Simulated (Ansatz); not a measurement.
# Molecular dynamics of Li

Input file:

```yaml
accuracy: low
crystal:
  lattice:
    - [7.094447, 0.0, 0.0]
    - [0.0, 7.094447, 0.0]
    - [0.0, 0.0, 7.094447]
  atoms:
    - { symbol: Li, position: [0.04820175, 0.06241676, -0.00361006] }
    - { symbol: Li, position: [0.60289883, 0.03142566, -0.04694242] }
    - { symbol: Li, position: [0.00717016, 0.55094703, -0.02174197] }
    - { symbol: Li, position: [0.06318084, -0.02226035, 0.56457448] }
    - { symbol: Li, position: [0.27179252, 0.22747151, 0.20337031] }
    - { symbol: Li, position: [0.51971133, 0.53083186, 0.09604581] }
    - { symbol: Li, position: [0.49427309, -0.12485917, 0.38944434] }
    - { symbol: Li, position: [0.81472184, 0.32615226, 0.27602889] }
    - { symbol: Li, position: [0.11929923, 0.54056253, 0.48927752] }
    - { symbol: Li, position: [0.26267499, 0.79154099, 0.13930301] }
    - { symbol: Li, position: [0.27112371, 0.21915435, 0.7102147] }
    - { symbol: Li, position: [0.52774596, 0.54004433, 0.44327543] }
    - { symbol: Li, position: [0.81717278, 0.71731735, 0.22292099] }
    - { symbol: Li, position: [0.69808113, 0.29899455, 0.67457563] }
    - { symbol: Li, position: [0.30065166, 0.66722643, 0.69654093] }
    - { symbol: Li, position: [0.63740581, 0.70408327, 0.76936632] }
basis:
  ecutwfc: 420.0
kpoints:
  mp_grid: { grid: [2, 2, 2] }
hamiltonian:
  xc: pbe
  dispersion: d3bj
scf:
  occupations: { method: fermi_dirac, width: 0.11 }
  lower_state_search: "off"
md:
  timestep: 1
  n_steps: 140
  ensemble: nvt_langevin
  temperature: 1040.0
  initial_velocities: maxwell_boltzmann
  seed: 346332
  friction: 0.02
  temperature_schedule:
    - { n_steps: 105, end_temperature: 300.0 }
    - { n_steps: 35, end_temperature: 300.0 }
```

Launched with:

```bash
$ ansatz run input.yaml --threads 1 --pin off --max-ram 3072MiB --backend cpu --events-out ev --progress --plain --runs-dir out
```

It goes on from the last frame of an earlier run, with new velocities.

Output, in part (step lines):

```
md step     0: t =     0.00 fs  T =   975.0 K (target 1040.0 K)  F+E_penalty+E_count = -3274.39233159 eV  E_kin = 2.016456 eV  (7 SCF iters)
md step     1: t =     1.00 fs  T =  1077.0 K (target 1036.5 K)  F+E_penalty+E_count = -3274.40064588 eV  E_kin = 2.227362 eV  (6 SCF iters)
md step     2: t =     2.00 fs  T =  1078.6 K (target 1029.4 K)  F+E_penalty+E_count = -3274.41532873 eV  E_kin = 2.230794 eV  (6 SCF iters)
md step     3: t =     3.00 fs  T =  1152.3 K (target 1022.4 K)  F+E_penalty+E_count = -3274.43125148 eV  E_kin = 2.383130 eV  (6 SCF iters)
md step     4: t =     4.00 fs  T =  1186.7 K (target 1015.3 K)  F+E_penalty+E_count = -3274.45050521 eV  E_kin = 2.454236 eV  (6 SCF iters)
md step     5: t =     5.00 fs  T =  1120.2 K (target 1008.3 K)  F+E_penalty+E_count = -3274.47761212 eV  E_kin = 2.316830 eV  (5 SCF iters)
md step     6: t =     6.00 fs  T =  1209.9 K (target 1001.2 K)  F+E_penalty+E_count = -3274.50673253 eV  E_kin = 2.502214 eV  (5 SCF iters)
md step     7: t =     7.00 fs  T =  1122.8 K (target 994.2 K)  F+E_penalty+E_count = -3274.53188657 eV  E_kin = 2.322148 eV  (5 SCF iters)
[... lines left out ...]
md step   139: t =   139.00 fs  T =   474.7 K (target 300.0 K)  F+E_penalty+E_count = -3275.65950317 eV  E_kin = 0.981834 eV  (5 SCF iters)
md step   140: t =   140.00 fs  T =   475.0 K (target 300.0 K)  F+E_penalty+E_count = -3275.67602039 eV  E_kin = 0.982396 eV  (6 SCF iters)
```

The steps, from the saved trajectory:

| time (fs) | T (K) | potential energy less start (eV) |
| --- | --- | --- |
| 0.0 | 975 | 0.000 |
| 4.0 | 1187 | -0.058 |
| 8.0 | 1185 | -0.169 |
| 12.0 | 1301 | -0.384 |
| 16.0 | 1490 | -0.562 |
| 20.0 | 1370 | -0.668 |
| 24.0 | 1081 | -0.742 |
| 28.0 | 1081 | -0.806 |
| 32.0 | 1055 | -0.851 |
| 36.0 | 899 | -0.886 |
| 40.0 | 939 | -0.939 |
| 44.0 | 949 | -0.989 |
| 48.0 | 986 | -0.980 |
| 52.0 | 929 | -0.903 |
| 56.0 | 788 | -0.780 |
| 60.0 | 727 | -0.646 |
| 64.0 | 668 | -0.561 |
| 68.0 | 671 | -0.599 |
| 72.0 | 799 | -0.696 |
| 76.0 | 855 | -0.817 |
| 80.0 | 855 | -0.962 |
| 84.0 | 768 | -1.068 |
| 88.0 | 818 | -1.120 |
| 92.0 | 859 | -1.116 |
| 96.0 | 719 | -1.084 |
| 100.0 | 660 | -1.052 |
| 104.0 | 632 | -1.016 |
| 108.0 | 481 | -0.978 |
| 112.0 | 472 | -0.966 |
| 116.0 | 476 | -0.968 |
| 120.0 | 412 | -0.978 |
| 124.0 | 389 | -1.009 |
| 128.0 | 477 | -1.072 |
| 132.0 | 507 | -1.140 |
| 136.0 | 475 | -1.214 |
| 140.0 | 475 | -1.284 |

All steps were run. The schedule's set-point averaged 363 K over the second half and the system 626 K, so it lags behind the ramp. A run of 0.14 ps of so small a system gives no equilibrium averages. Limits of this set-up: coarse k mesh, low accuracy level.

Mean squared displacements from the first frame to the last, about the centre of mass: Li 0.97 Å².

Last frame:

```xyz
16
Lattice="7.0944 0.0000 0.0000 0.0000 7.0944 0.0000 0.0000 0.0000 7.0944" Properties=species:S:1:pos:R:3
Li 0.760 -0.450 -0.634
Li 3.462 0.072 -0.081
Li 0.599 3.448 0.140
Li -0.752 0.240 3.708
Li 1.541 1.266 2.296
Li 3.611 3.677 0.085
Li 3.624 0.460 3.884
Li 5.673 1.639 1.445
Li 0.366 4.143 3.426
Li 2.381 5.486 1.845
Li 1.985 1.923 5.153
Li 4.308 3.798 2.732
Li 5.685 5.847 0.840
Li 5.566 2.057 5.500
Li 2.582 5.276 4.932
Li 5.658 5.049 4.924
```

Run time: 11 min on 1 thread of Intel(R) Xeon(R) Platinum 8259CL CPU @ 2.50GHz (Skylake/Cascade Lake) (shared host), peak memory 0.73 GiB.
